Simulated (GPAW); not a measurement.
**KCl (Fm-3m): birefringence under uniaxial strain**

Cubic KCl (Fm-3m) is strained along the cube axis z = [001] with x and y held fixed, and the static electronic response is computed along x and z.

The structure is cubic, space group Fm-3m (No. 225). Conventional cell: a = 6.293 Å, b = 6.293 Å, c = 6.293 Å, α = 90.00°, β = 90.00°, γ = 90.00°. Around K on site a lie 6 Cl at 3.15 Å. Around Cl on site b lie 6 K at 3.15 Å.

Method: GPAW 26.7.0, PBE, RPA, k-mesh 10×10×10, local fields up to 50 eV, Lorentzian half width 0.15 eV.

Launch of the response step: `OMP_NUM_THREADS=1 python df.py`. The series took 21.5 min in all, its band step included, on 1 thread of Arm Neoverse V2, with other jobs on the host.

| strain along z (%) | ε∞ along x | ε∞ along z | ε_z − ε_x |
| --- | --- | --- | --- |
| -2.0 | 2.1818 | 2.1928 | +0.0110 |
| -1.0 | 2.1747 | 2.1801 | +0.0054 |
| +0.0 | 2.1672 | 2.1672 | +0.0000 |
| +1.0 | 2.1598 | 2.1545 | -0.0053 |
| +2.0 | ? | ? | ? |
| +3.0 | 2.1454 | 2.1299 | -0.0155 |

To first order the splitting is linear in the strain, ε_z − ε_x = −ε² (p₁₁ − p₁₂) · strain.

Working, on the rows shown:

| x = strain | y = ε_z − ε_x |
| --- | --- |
| -0.02 | 0.011 |
| -0.01 | 0.0054 |
| 0 | 0 |
| 0.01 | -0.0053 |
| 0.03 | -0.0155 |

Means: x̄ = 0.002, ȳ = -0.00088. Σ(x − x̄)(y − ȳ) = -0.0007832, Σ(x − x̄)² = 0.00148. Slope = -0.0007832 / 0.00148 = -0.5292; intercept = ȳ − slope · x̄ = 0.00017838. The line misses the rows shown by at most 0.00024.

Predict the last column of the withheld row from the fit.

At x = 0.02 the line gives y = -0.010405. The run gave -0.0104, so the interpolation holds to the digits printed.

Between the rows on either side of x = 0 the slope is (-0.0053 − 0.0054) / (0.01 − (-0.01)) = -0.535. So p₁₁ − p₁₂ = +0.53 / 2.17² = +0.114, and 1 % of strain gives n_z − n_x = -0.0018. These are long-wavelength values at fixed fractional positions; over small gaps they hang strongly on the gap. Excitons are left out; PBE gaps are as a rule too small. The values come from a sum over the points of one k-mesh and carry its error, which grows as the direct gap shrinks.
